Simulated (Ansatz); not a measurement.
# BN: further runs on the relaxed cell

One table from this session's results is given with a row withheld; the runs are named, their logs left out.

Method: DFT PBE+D3(BJ), scalar-relativistic, plane waves, PAW, in Ansatz 0.2.0.

1 further run of the same task is left out (set aside as unsound or not needed).

### The starting structure

The structure is orthorhombic, space group Fmm2 (No. 42). The conventional cell has a = 2.508 Å, b = 6.679 Å, c = 4.338 Å, α = 90.00°, β = 90.00°, γ = 90.00°. Around B (site symmetry mm2) lie 3 N at 1.45 Å. N (site symmetry mm2) has 3 B at 1.45 Å as nearest neighbours.

As a file:

```
B N
1.0
     0.00000    3.33948    2.16883
     1.25384    0.00000    2.16883
     1.25384    3.33948    0.00000
B N
1 1
Direct
  0.00011 0.00011 0.99989
  0.66659 0.66659 0.33341
```

It goes back to an entry of the Materials Project, which need not be the stable form.

This cell was relaxed beforehand with the same method: volume 9.08 Å³/atom, gap on the mesh 3.66 eV.

Set-up of the first run:

Contents of input.yaml:

```yaml
crystal:
  lattice:
    - [0.0, 3.3057477397, 2.1469230196]
    - [1.2411765261, 0.0, 2.1469230196]
    - [1.2411765261, 3.3057477397, 0.0]
  atoms:
    - { symbol: B, position: [0.0001068737, 0.0001068737, 0.9998931263] }
    - { symbol: "N", position: [0.6665931163, 0.6665931163, 0.3334068837] }
basis:
  ecutwfc: 420
kpoints:
  mp_grid: { grid: [12, 12, 12] }
hamiltonian:
  xc: pbe
  dispersion: d3bj
scf:
  occupations: { method: gaussian, width: 0.02 }
output:
  forces: true
  stress: true
  eigenvalues: true
relax:
  adjacent_minimum: "off"
  f_tol: 0.01
  max_steps: 30
  cell: { stress_tol: 0.1, fix: [volume] }
```

The run is started by

```bash
> ansatz run input.yaml --threads 1 --pin off --max-ram 2560MiB --backend cpu --events-out ev --progress --plain --runs-dir out
```

Among the steps run: Point at V/V0 = 0.97; Volume × 1.03; Volume × 0.94; Point at V/V0 = 1.06; Volume × 0.91; Point at V/V0 = 1.10; Point at V/V0 = 0.88.

One of the session's tables, all rows but one given; the rest of the session is left out.

| volume (Å³/atom) | energy above the lowest point (meV/atom) | pressure (GPa) | gap on the mesh (eV) |
| --- | --- | --- | --- |
| 7.992 | 17.8 | 6.59 | 2.86 |
| 8.264 | ? | ? | ? |
| 8.536 | 3.4 | 2.30 | 3.31 |
| 8.809 | 0.7 | 0.94 | 3.50 |
| 9.081 | 0.0 | -0.01 | 3.66 |
| 9.354 | 0.7 | -0.70 | 3.77 |
| 9.626 | 2.2 | -1.13 | 3.88 |
| 9.989 | 5.2 | -1.47 | 4.00 |

Q: Estimate the row for volume (Å³/atom) = 8.264 from the others.

Worked estimate for «energy above the lowest point (meV/atom)». A straight line through the neighbours (7.992, 17.8) and (8.536, 3.4) gives 17.8 + (3.4 − 17.8) × (8.264 − 7.992) / (8.536 − 7.992) = 10.6; a parabola fitted to 3 rows on both sides gives 9.1.

The run gave: energy above the lowest point (meV/atom): 8.8; pressure (GPa): 4.14; gap on the mesh (eV): 3.11. In «energy above the lowest point (meV/atom)» the line misses by +1.8 and the parabola by +0.3.

Limits of these values: The absorption edge (4.6 eV along x) is to be set beside the least direct gap on the SCF mesh, 4.53 eV; the indirect gap of 3.66 eV gives no absorption without phonons.
